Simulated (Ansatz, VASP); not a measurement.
**PtS2 in VASP and in Ansatz**

```xyz
3
Lattice="3.5432 0.0000 0.0000 -1.7716 3.0685 0.0000 0.0000 0.0000 5.0388" Properties=species:S:1:pos:R:3 pbc="T T T"
Pt    0.0000    0.0000    0.0000
S     0.0000    2.0457    1.2597
S     1.7716    1.0228    3.7791
```

Alike in both runs: task single point; functional PBE; k mesh 12 × 12 × 8; occupations gaussian, width 0.05 eV; no spin polarisation.

```csv
,VASP,Ansatz
version,VASP 6.6.1,Ansatz 0.2.0
potentials or method,"VASP PAW PBE potentials, release 64 (Pt, S)","scalar-relativistic, plane waves, PAW"
plane-wave cutoff (eV),520,420
valence electrons in the cell,22,30
```

Ansatz gave:

```
gap on the k mesh at the Fermi level (eV)       : 0.55
least direct gap on the mesh (eV)               : 0.79
pressure (GPa)                                  : 2.4
largest component of the traceless stress (GPa) : 1.88
rms of the force components (eV/Å)              : 0.154
```

Question: What did VASP give for the same quantities?

Answer: gap on the k mesh at the Fermi level (eV): 0.56; least direct gap on the mesh (eV): 0.80; pressure (GPa): 1.9; largest component of the traceless stress (GPa): 1.75; rms of the force components (eV/Å): 0.173.

Atom by atom the forces differ by 0.019 eV/Å (rms over components). The two sets of potentials don't hold the same shells in valence.

Caveats: spin-orbit coupling is left out, which moves the levels of the heavy elements; the cell's inner coordinates are idealised or old, which leaves forces on the atoms. A k mesh can miss the band edges. PBE gaps usually lie below the measured ones, often by a third to a half.
